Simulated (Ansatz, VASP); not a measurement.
# SnO (zincblende type (invented)) in two plane-wave programs, part 2 of 2

One calculation is typed for both programs; each brings its own data sets. How far apart do they land? The cell is generated by rule, not measured, and may not be a known phase. Of the first pair: The two relaxations start from unlike cells of this crystal (the structure described is Ansatz's start), so only their ends are compared.

VASP 6.6.1 and Ansatz 0.2.0.

So far: Set-up; Ansatz: relaxation of cell and atoms, PBE, pair 1; VASP: relaxation of cell and atoms, PBE, pair 1; Comparison.

**5. VASP: relaxation of cell and atoms, PBE, pair 2**

Level of this step: PBE; plane waves and PAW (Sn_d, O); invented cell (VASP).

The relaxed volume is the usual yardstick between codes: in a stiff, nearly cubic crystal its relative difference is about their pressure difference at one cell divided by the bulk modulus. Its start cell is another than that of the pair before, and may be another structure of the material.

The input, INCAR:

```
SYSTEM = SnO
PREC = Accurate
ENCUT = 600
EDIFF = 1E-07
NELM = 120
ISMEAR = 0
SIGMA = 0.1
LREAL = .FALSE.
ALGO = Normal
GGA = PE
NBANDS = 16
LORBIT = 11
LWAVE = .FALSE.
LCHARG = .FALSE.
ISIF = 3
IBRION = 2
NSW = 80
EDIFFG = -0.005
LASPH = .TRUE.
GGA_COMPAT = .FALSE.
NELMIN = 4
```

The input, POSCAR:

```
SnO
1.0
    0.0000000000      2.7364620000      2.7364620000
    2.7364620000      0.0000000000      2.7364620000
    2.7364620000      2.7364620000      0.0000000000
Sn O
1 1
Direct
    0.0000000000      0.0000000000      0.0000000000
    0.7500000000      0.7500000000      0.7500000000
```

The input, KPOINTS:

```
Automatic mesh
0
Gamma
14 14 14
0 0 0
```

PAW data sets: Sn_d and O (PBE family, release 64).

The run is started by

```console
mpirun -np 1 vasp_std
```

Numbers of over 12 decimals in the logs are rounded to 6 here.

The log of the run:

```text
[... set-up lines as in an earlier step ...]
 entering main loop
       N       E                     dE             d eps       ncg     rms          rms(c)
DAV:   1     0.159233651176E+03    0.15923E+03   -0.11277E+04  3392   0.191E+03
DAV:   2     0.297956906122E+01   -0.15625E+03   -0.14981E+03  3760   0.438E+02
DAV:   3    -0.123229970442E+02   -0.15303E+02   -0.15252E+02  3960   0.115E+02
DAV:   4    -0.126706078048E+02   -0.34761E+00   -0.34754E+00  4160   0.194E+01
[...]
DAV:  12    -0.104602570221E+02    0.21790E-05   -0.19123E-04  3728   0.936E-02    0.918E-03
DAV:  13    -0.104602569246E+02    0.97459E-07   -0.97999E-06  3928   0.241E-02    0.254E-03
DAV:  14    -0.104602569300E+02   -0.53997E-08   -0.90491E-07  4064   0.699E-03
   1 F= -.10460257E+02 E0= -.10459193E+02  d E =-.104603E+02
[...]
N       E                     dE             d eps       ncg     rms          rms(c)
DAV:   1    -0.104618055746E+02   -0.15487E-02   -0.28145E-02  4160   0.270E+00    0.257E-01
DAV:   2    -0.104606933696E+02    0.11122E-02   -0.77079E-03  3624   0.755E-01    0.114E-01
DAV:   3    -0.104603872187E+02    0.30615E-03   -0.14466E-03  4984   0.403E-01    0.531E-02
DAV:   4    -0.104603071251E+02    0.80094E-04   -0.24589E-04  4080   0.259E-01    0.816E-03
DAV:   5    -0.104603028387E+02    0.42864E-05   -0.14471E-05  3872   0.451E-02    0.354E-03
DAV:   6    -0.104602999628E+02    0.28759E-05   -0.16124E-06  4168   0.134E-02    0.133E-03
DAV:   7    -0.104602993397E+02    0.62308E-06   -0.15283E-07  3216   0.481E-03    0.730E-04
DAV:   8    -0.104602994994E+02   -0.15966E-06   -0.31929E-08  1768   0.236E-03    0.115E-04
DAV:   9    -0.104602995514E+02   -0.52009E-07   -0.11552E-08  1768   0.138E-03
   2 F= -.10460300E+02 E0= -.10459243E+02  d E =-.426214E-04
 trial-energy change:   -0.000043  1 .order   -0.000041   -0.000094    0.000012
 step:   0.8971(harm=  0.8911)  dis= 0.00000  next Energy=   -10.460300 (dE=-0.432E-04)
 reached required accuracy - stopping structural energy minimisation
```

Parts of OUTCAR (step 5):

```text
  Total       -0.0044177     -0.0044177     -0.0044177      0.0000000      0.0000000      0.0000000
  in kB       -0.1722555     -0.1722555     -0.1722555      0.0000000      0.0000000      0.0000000
  external PRESSURE =      -0.1722555 kB  Pullay stress =       0.0000000 kB

 POSITION                                       TOTAL-FORCE (eV/Angst)
 -----------------------------------------------------------------------------------
      0.00000      0.00000      0.00000         0.000000      0.000000      0.000000
      4.10827      4.10827      4.10827        -0.000000      0.000000     -0.000000
 -----------------------------------------------------------------------------------
    total drift:                                0.000000      0.000000     -0.000000

  FREE ENERGIE OF THE ION-ELECTRON SYSTEM (eV)
  ---------------------------------------------------
  free  energy   TOTEN  =       -10.4602995514 eV

  energy  without entropy=      -10.4581860032  energy(sigma->0) =      -10.45924278

[... 1 part as in an earlier step ...]

[... 3 further parts left out ...]
[key lines of the parts left out:]
E-fermi :   5.6643
```

**6. Ansatz: relaxation of cell and atoms, PBE, pair 2**

The same cell, functional, mesh and smearing now go to Ansatz, which takes its cutoff from its data sets.

The cell is taken from a series of runs on this material, whose earlier steps may have relaxed, scaled, displaced or heated it; both programs get it as it stands.

The input, input.yaml:

```yaml
crystal:
  lattice:
    - [0.0, 2.7364620133, 2.7364620133]
    - [2.7364620133, 0.0, 2.7364620133]
    - [2.7364620133, 2.7364620133, 0.0]
  atoms:
    - { symbol: Sn, position: [0.0, 0.0, 0.0] }
    - { symbol: O, position: [0.75, 0.75, 0.75] }
kpoints:
  mp_grid: { grid: [14, 14, 14] }
hamiltonian:
  xc: pbe
scf:
  occupations: { method: gaussian, width: 0.1 }
output:
  forces: true
  stress: true
  eigenvalues: true
  write_density: true
  write_potential: true
  elf: true
  volumetric_format: npy
relax:
  adjacent_minimum: "off"
  f_tol: 0.005
  max_steps: 80
  cell: { stress_tol: 0.05 }
```

The run is started by

```console
ansatz run input.yaml --threads 2 --pin off --max-ram 5120MiB --backend cpu --events-out ev --progress --plain --runs-dir out
```

The log of the run:

```text
[...]
Crystal: 2 atoms, lattice volume = 40.982 Å³
Basis set: ecut = 420 eV, 821 PW (Γ), exchange–correlation on 54×54×54 points (8 copies of the dense FFT grid, shifted against one another)
Bands: 14, of which v1, the nominal top of the filled ones, is band 10 counted from 1 (9 counted from 0)
Symmetry: 24 space group operations
[...]
k-points: 104 of 2744 (time reversal used)
[...]
k-point 103: bands = [... 6 lower, 0.6387, 3.1621, 3.1908, 8.1127, 9.3014, 10.9108, 12.5664, 15.7616]
--- Relaxed structure (2 steps of the walk, 2 accepted, 1 SCFs on fresh bases) ---
[...]
cell:  # Å, volume = 41.1080 Å³
    - [0, 2.739253, 2.739253]
    - [2.739253, 0, 2.739253]
    - [2.739253, 2.739253, 0]
  atoms:
    - { symbol: Sn, position: [0, 0, 0] }
    - { symbol: O, position: [0.750000, 0.750000, 0.750000] }
[key lines of the parts left out:]
SCF converged after 6 iterations
Free energy (F): -6590.784674 eV
Fermi energy:    8.070276 eV
P = ⅓ Tr σ = -0.0166 GPa (-0.166 kbar)
```

**7. Comparison**

Both answers:

```tsv
quantity	Ansatz	VASP	difference
volume (Å³)	41.11	41.09	+0.04 %
edge a after relaxation, in the typed setting (Å)	3.874	3.873	+0.02 %
```

**8. What came out**

```yaml
difference_in_volume_relaxation_of_cell_and_atoms_pbe_pair_1: -0.40 %
difference_in_volume_relaxation_of_cell_and_atoms_pbe_pair_2: 0.044 %
```

In words: The difference in volume is -0.40 % (relaxation of cell and atoms, PBE, pair 1), within the 1.2 % picked in this series as the mark of a large difference, as far as the stopping tolerances let one tell. Such differences can come from data sets, numerical settings and the points named under the comparisons, not from the functional's error against experiment.

[Lines on the potential files, build, host, timing and source positions are cut from VASP's logs without a mark.]

[Logs are printed without paths, hosts, clocks, repeated set-up lines and the standing remarks that a program may print on its own settings, such as how far it seeks lower states.]

[Hosts, paths, dates, database ids (printed as entryN), source tags and the programs' standing remarks are cut or masked in the printed files.]
